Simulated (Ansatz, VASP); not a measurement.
One calculation of Hf, two programs

INCAR

```
SYSTEM = Hf
PREC     = Accurate       ! precision mode
ENCUT    = 520            ! plane-wave cutoff, eV
EDIFF    = 1E-6           ! SCF threshold, eV
ISMEAR   = 0              ! smearing method
SIGMA    = 0.05           ! smearing width, eV
LREAL    = .FALSE.        ! projectors in reciprocal space
LASPH    = .TRUE.         ! aspherical terms in the spheres
NELM     = 100            ! most SCF steps
ALGO     = Normal         ! electronic algorithm
ISIF     = 2              ! what is computed and relaxed
LWAVE    = .FALSE.        ! write WAVECAR
LCHARG   = .TRUE.         ! write CHGCAR
GGA      = PE             ! functional
LELF     = .TRUE.         ! ELF
LVHAR    = .TRUE.       
NBANDS   = 11             ! bands
```

KPOINTS

```
Automatic mesh
0
G
  16 16 16
  0 0 0
```

File POSCAR:

```
Hf
1.0
   -1.7735988343      1.7735988343      1.7735988343
    1.7735988343     -1.7735988343      1.7735988343
    1.7735988343      1.7735988343     -1.7735988343
Hf
1
Direct
    0.0000000000      0.0000000000      0.0000000000
```

Input for Ansatz:

```yaml
crystal:
  lattice:
    - [-1.7735988343, 1.7735988343, 1.7735988343]
    - [1.7735988343, -1.7735988343, 1.7735988343]
    - [1.7735988343, 1.7735988343, -1.7735988343]
  atoms:
    - { symbol: Hf, position: [0.0, 0.0, 0.0] }
kpoints:
  mp_grid: { grid: [16, 16, 16] }
scf:
  occupations: { method: gaussian, width: 0.05 }
hamiltonian:
  xc: pbe
  pseudopotentials: { kind: all_electron, lapw: { basis_error: 0.0005 } }
output:
  forces: true
  stress: true
  eigenvalues: true
```

Alike in both runs: task single point; functional PBE; k mesh 16 × 16 × 16; occupations gaussian, width 0.05 eV; no spin polarisation.

|  | VASP | Ansatz |
| --- | --- | --- |
| version | VASP 6.6.1 | Ansatz 0.2.0 |
| potentials or method | VASP PAW PBE potentials, release 64 (Hf_pv) | all-electron LAPW, scalar-relativistic |
| plane-wave cutoff (eV) | 520 | see its input |

```tsv
	VASP	Ansatz	Ansatz less VASP
pressure (GPa)	-0.6	-0.3	+0.33
```

Ansatz ran all-electron here, so the differences hold the error of VASP's frozen core and of both bases.

The runs have no spin-orbit coupling, so splittings on Hf are missing.
